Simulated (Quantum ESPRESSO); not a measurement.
Crystal: Rh.

```
CELL_PARAMETERS angstrom
0.00000 1.89785 1.89785
1.89785 0.00000 1.89785
1.89785 1.89785 0.00000
ATOMIC_POSITIONS crystal
Rh 0.00000 0.00000 0.00000
```

| Quantity | Value |
| --- | --- |
| Program | Quantum ESPRESSO 7.5 |
| Task | phonons and electron-phonon coupling |
| Functional | LDA |
| Potentials or basis | GBRV 1.5 LDA |
| Cutoff | 612 eV |
| Density cutoff | 4898 eV |
| k mesh | 12 × 12 × 12 |
| Occupations | methfessel-paxton, width 0.272 eV |
| Spin | no spin polarisation |
| Form of the LDA correlation | PZ81 |
| Mixing beta | 0.5 |
| Most SCF iterations | 120 |
| SCF threshold | 2e-10 Ry |
| q mesh | 4 × 4 × 4 |

The cell and the atoms were relaxed first, to 13.26 Å³/atom (a = 2.657 Å, b = 2.657 Å, c = 2.657 Å, α = 60.00°, β = 60.00°, γ = 60.00°), and the response was taken there.

Levels for the coupling come from a 36 × 36 × 36 mesh; ten broadenings of the double delta from 0.07 to 0.68 eV; Tc from the McMillan formula in the Allen-Dynes form.

Problem. How strong is the electron-phonon coupling, and what superconducting temperature follows?

Solution. Over broadenings from 0.27 to 0.54 eV, λ lies between 0.38 and 0.40 and ω_log near 255 K, which gives Tc from 0.8 to 1.1 K at μ* = 0.10 and from 0.3 to 0.5 K at μ* = 0.13.

Electron-phonon coupling by broadening of the double delta (levels on a 36 × 36 × 36 mesh):
| broadening (eV) | λ | N(E_F) (states/eV a spin and cell) | ω_log (K) | Tc, μ* 0.10 (K) | Tc, μ* 0.13 (K) |
| --- | --- | --- | --- | --- | --- |
| 0.07 | 0.48 | 0.535 | 258 | 2.6 | 1.5 |
| 0.14 | 0.41 | 0.590 | 255 | 1.2 | 0.5 |
| 0.20 | 0.40 | 0.608 | 255 | 1.1 | 0.5 |
| 0.27 | 0.40 | 0.621 | 255 | 1.1 | 0.5 |
| 0.34 | 0.40 | 0.633 | 255 | 1.0 | 0.4 |
| 0.41 | 0.39 | 0.643 | 255 | 1.0 | 0.4 |
| 0.48 | 0.39 | 0.650 | 256 | 0.9 | 0.4 |
| 0.54 | 0.38 | 0.653 | 256 | 0.8 | 0.3 |
| 0.61 | 0.38 | 0.653 | 257 | 0.8 | 0.3 |
| 0.68 | 0.38 | 0.652 | 257 | 0.8 | 0.3 |

Coupling and linewidth of each mode at the computed q points (broadening 0.27 eV):
```csv
q,cm⁻¹,λ of the modes,linewidths (GHz)
"(0.00, 0.00, 0.25)",105 105 213,0.16 0.16 0.07,13 13 23
"(0.00, 0.00, -0.50)",151 151 262,0.13 0.13 0.07,21 21 36
"(0.00, 0.25, 0.25)",144 144 222,0.11 0.11 0.04,16 16 15
"(0.00, 0.25, -0.50)",175 192 245,0.13 0.19 0.10,29 51 44
"(0.00, 0.25, -0.25)",150 182 242,0.15 0.17 0.09,24 42 38
"(0.00, -0.50, -0.50)",198 198 255,0.16 0.16 0.14,46 47 65
"(0.25, -0.50, -0.25)",199 220 220,0.17 0.14 0.14,48 49 49
```

Phonon frequencies at the corners of the path (cm⁻¹, interpolated; i marks imaginary ones):
```
point  frequencies
    Γ        0 0 0
    X  198 198 255
    W  199 220 220
    K  185 217 232
    L  151 151 262
    U  185 217 232
```

The smallest broadenings aren't converged on these meshes, and μ* is assumed, not computed; spin fluctuations are left out.

Caveat: λ from interpolated matrix elements is rough: modes that symmetry makes equal can differ by tens of percent.
